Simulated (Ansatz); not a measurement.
## Structure relaxation of Zr

Method: DFT PBE, scalar-relativistic, plane waves, PAW (Ansatz 0.2.0). Cutoff 420 eV, Γ-centred k mesh, Gaussian smearing, no spin polarisation in the final step.

The start puts Zr on the sites of a reported K cell (Cmmm, No. 65), at a guessed volume.

```
Zr
1.0
     2.72476   -4.06689    0.00000
     2.72476    4.06689    0.00000
     0.00000    0.00000    6.15997
Zr
5
Cartesian
  1.3624 -2.0334 1.5400
  1.3624 2.0334 4.6200
  1.3624 2.0334 1.5400
  1.3624 -2.0334 4.6200
  0.0000 0.0000 0.0000
```

Cell and atoms relax at zero pressure; the relaxation can't lower the symmetry of the start.

Energies count from the standard state of Zr at the same level.

Q: Which crystal results?

A: It ends in P4/mmm (No. 123). Conventional cell: a = 4.160 Å, c = 7.521 Å. Zr on Wyckoff site i (4 atoms of the primitive cell) is coordinated by 7 Zr at 2.94–3.06 Å; Zr on Wyckoff site a (1 atom of the primitive cell) has 8 Zr at 3.06 Å.

```xyz
5
Lattice="4.1602 0.0000 0.0000 0.0000 4.1602 0.0000 0.0000 0.0000 7.5213" Properties=species:S:1:pos:R:3 pbc="T T T"
Zr    2.0801    0.0000    2.2492
Zr    0.0000    2.0801    5.2721
Zr    0.0000    2.0801    2.2492
Zr    2.0801    0.0000    5.2721
Zr    0.0000    0.0000    0.0000
```

Q: What are its volume, energy, density and gap?

A: The volume per atom is 26.04 Å³, the density is 5.82 g/cm³ and the energy over the standard structure is 0.78 eV/atom. The gap on the 10×10×6 mesh is 0 eV (a metal).

The final run used a 10×10×6 mesh on its 5-atom cell and 0.10 eV smearing. For metals, differences of a few meV/atom aren't resolved. Symmetry constrained the relaxation, so the result can be a saddle point. The steps took of the order of 10 core-minutes in all.

This form isn't the element's structure at ambient conditions.